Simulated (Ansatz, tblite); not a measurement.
ScAlN₂: GFN1-xTB, run from Python

These are simulated results from tblite 0.8.0, not measurements. The cell was built from a prototype and was relaxed with r2SCAN in plane waves (Ansatz 0.2.0). It may be hypothetical. All runs are without spin polarisation.

The symmetry is P4/mmm (No. 123, tetragonal); conventional cell a = 3.045 Å, c = 4.319 Å, 10.01 Å³ an atom. Sc is surrounded by 6 N at 2.15–2.16 Å; N is surrounded by 4 Al at 2.15 Å and 2 Sc at 2.16 Å; Al is surrounded by 6 N at 2.15–2.16 Å; N is surrounded by 4 Sc at 2.15 Å and 2 Al at 2.16 Å.

tblite solves periodic systems at the zone centre alone, so the script builds a cluster of 3×3×2 conventional cells (72 atoms), which folds in a coarse mesh of k points.

The script, run.py:

```python
import json
from ase import Atoms
from ase.build import make_supercell
from ase.units import Bohr, GPa, Hartree
from tblite.interface import Calculator

atoms = Atoms(['Sc', 'N', 'Al', 'N'],
              cell=[[3.044609, 0.0, 0.0], [0.0, 3.044609, 0.0], [0.0, 0.0, 4.318981]],
              scaled_positions=[[-0.0, 0.0, 0.0], [-0.0, 0.0, 0.5], [0.5, 0.5, 0.5], [0.5, 0.5, 0.0]],
              pbc=True)
cluster = make_supercell(atoms, [[3, 0, 0], [0, 3, 0], [0, 0, 2]])
calc = Calculator('GFN1-xTB', cluster.numbers, cluster.positions / Bohr, lattice=cluster.cell[:] / Bohr, periodic=cluster.pbc)
calc.set('temperature', 0.02 / Hartree)
calc.set('max-iter', 150)
res = calc.singlepoint()
levels = res.get('orbital-energies') * Hartree
nv = round(res.get('orbital-occupations').sum() / 2)
cells = len(cluster) // len(atoms)
out = {'energy_per_cell': res.get('energy') * Hartree / cells, 'homo': levels[nv - 1], 'lumo': levels[nv],
       'stress': (-res.get('virial') * Hartree / cluster.get_volume() / GPa).tolist(), 'charges': res.get('charges')[:len(atoms)].tolist(), 'electrons': 2 * nv / cells}
json.dump(out, open('results.json', 'w'))
for key, value in out.items():
    print(key, value)
```

Command: `python run.py`. It took 9.9 s on 1 thread of Arm Neoverse V1 (shared host), peak memory 0.12 GiB.

What it printed:

```
------------------------------------------------------------
  cycle        total energy    energy error   density error
------------------------------------------------------------
      1     -101.5549258758  -1.0122349E+02   1.5048177E+00
      2     -135.7709579415  -3.4216032E+01   3.9087532E+00
      3     -370.1914609881  -2.3442050E+02   2.9484692E+00
      4     -105.8533751026   2.6433809E+02   1.2393229E+00
      5     -134.7006395774  -2.8847264E+01   8.5625338E-01
      6     -182.8581423986  -4.8157503E+01   1.4888711E+00
      7     -143.4010171312   3.9457125E+01   5.9607461E-01
      8     -158.7521194915  -1.5351102E+01   7.2504145E-01
      9     -151.5418592929   7.2102602E+00   4.7940723E-01
     10     -160.3388069893  -8.7969477E+00   5.5609983E-01
     11     -155.3012969952   5.0375100E+00   4.1233901E-01
     12     -158.2912516251  -2.9899546E+00   3.2462300E-01
     13     -160.4832059969  -2.1919544E+00   1.2817326E-01
     14     -160.1205516226   3.6265437E-01   1.7733454E-01
     15     -161.0115266745  -8.9097505E-01   8.0992219E-02
     16     -161.0681135205  -5.6586846E-02   7.2646535E-02
     17     -161.1254451812  -5.7331661E-02   6.2186686E-02
     18     -161.1371726362  -1.1727455E-02   5.1220262E-02
     19     -161.1422996343  -5.1269980E-03   4.0289938E-02
     20     -161.1555312229  -1.3231589E-02   3.0441845E-02
     21     -161.1716906261  -1.6159403E-02   2.6073977E-02
     22     -161.1753159110  -3.6252848E-03   2.3978972E-02
     23     -161.1784685253  -3.1526143E-03   2.2278754E-02
     24     -161.1810129606  -2.5444353E-03   2.0255182E-02
     25     -161.1802952880   7.1767261E-04   2.0057261E-02
     26     -161.1816305731  -1.3352851E-03   1.9281217E-02
     27     -161.1823392679  -7.0869480E-04   1.8464188E-02
     28     -161.1826124057  -2.7313781E-04   1.8113501E-02
     29     -161.1827931960  -1.8079023E-04   1.7751098E-02
     30     -161.1834445588  -6.5136281E-04   1.6447599E-02
     31     -161.1845191387  -1.0745799E-03   1.4841506E-02
     32     -161.1849034924  -3.8435370E-04   1.4011323E-02
     33     -161.1855402319  -6.3673945E-04   1.2393985E-02
     34     -161.1862880149  -7.4778305E-04   1.0271110E-02
     35     -161.1867983430  -5.1032806E-04   8.4340959E-03
     36     -161.1869770982  -1.7875519E-04   7.6236279E-03
     37     -161.1870842599  -1.0716176E-04   7.0886605E-03
     38     -161.1871732236  -8.8963633E-05   6.6019541E-03
     39     -161.1872794523  -1.0622872E-04   5.9600042E-03
     40     -161.1875205438  -2.4109157E-04   4.1357910E-03
     41     -161.1875167157   3.8281396E-06   4.1611301E-03
     42     -161.1875130455   3.6701924E-06   4.1926548E-03
     43     -161.1876082776  -9.5232080E-05   3.2588215E-03
     44     -161.1876607222  -5.2444586E-05   2.6241894E-03
     45     -161.1876854061  -2.4683935E-05   2.2892120E-03
     46     -161.1877324613  -4.7055226E-05   1.4120040E-03
     47     -161.1877537698  -2.1308430E-05   7.4765113E-04
     48     -161.1877557565  -1.9867207E-06   6.8022603E-04
     49     -161.1877560288  -2.7227745E-07   6.8124936E-04
     50     -161.1877564533  -4.2451944E-07   6.6881094E-04
     51     -161.1877574044  -9.5111136E-07   6.4860750E-04
     52     -161.1877587010  -1.2965494E-06   6.1865830E-04
     53     -161.1877595615  -8.6059046E-07   5.8657120E-04
     54     -161.1877603898  -8.2828288E-07   5.5615895E-04
     55     -161.1877627605  -2.3706983E-06   4.8144846E-04
     56     -161.1877660292  -3.2686580E-06   3.1559943E-04
     57     -161.1877675143  -1.4851473E-06   1.8979080E-04
     58     -161.1877679883  -4.7398620E-07   1.3743347E-04
     59     -161.1877682102  -2.2192378E-07   1.0140571E-04
     60     -161.1877683940  -1.8374806E-07   4.7236509E-05
     61     -161.1877684040  -1.0039798E-08   4.1808429E-05
     62     -161.1877684034   6.3650418E-10   4.1913466E-05
     63     -161.1877684179  -1.4472988E-08   3.4484849E-05
     64     -161.1877684299  -1.2002744E-08   2.6799488E-05
     65     -161.1877684331  -3.2043204E-09   2.3728889E-05
     66     -161.1877684456  -1.2538209E-08   1.1111809E-05
------------------------------------------------------------

 total:                                   9.182 sec
energy_per_cell -243.6745883099852
homo -14.762516357471167
lumo -14.76251635747002
stress [[-27.155251243505198, -2.494624773729544e-06, 7.171053703828506e-06], [-2.494624776615119e-06, -27.155251243751284, 7.17105193193992e-06], [7.171053706862594e-06, 7.171051930262123e-06, -59.14485939865824]]
charges [0.23811964011905773, -0.4457684288355508, 0.6663186693209716, -0.45863060022943913]
electrons 16.0
```

The cycle table is in hartree for the whole cluster, and the lines after it are in eV (the energy for one cell). The printed stress is in GPa and positive in compression, and the pressure is its mean diagonal.

GFN1-xTB gives no gap at the points read. On the same cell, plane-wave PBE (Ansatz, 8×8×6 k points and the special points) gives a gap of 0.71 eV and r2SCAN a gap of 1.13 eV; on shared hosts these took about 3.4 and 7.7 core-seconds on the 4-atom cell, against 9.9 for the script. Semilocal gaps usually lie below measured ones. This method closes a gap that PBE finds, a failure in kind.

The same script was run on cells scaled at fixed shape and fractional coordinates:

| volume (Å³/atom) | energy (meV/atom) | pressure (GPa, positive in compression) | gap (eV) |
| --- | --- | --- | --- |
| 8.81 | -522.1 | -118.73 | 0.09 |
| 9.41 | -189.9 | -66.22 | 0.00 |
| 10.01 | 0.0 | -37.82 | 0.00 |
| 10.61 | 115.5 | -26.06 | 0.00 |
| 11.21 | 206.1 | -23.07 | 0.00 |

The minimum lies beyond the smallest of these volumes.

xTB was fitted mostly to molecules, and a small cluster samples few k points, so gaps, pressures and kinks along a curve can be far from a solid's.
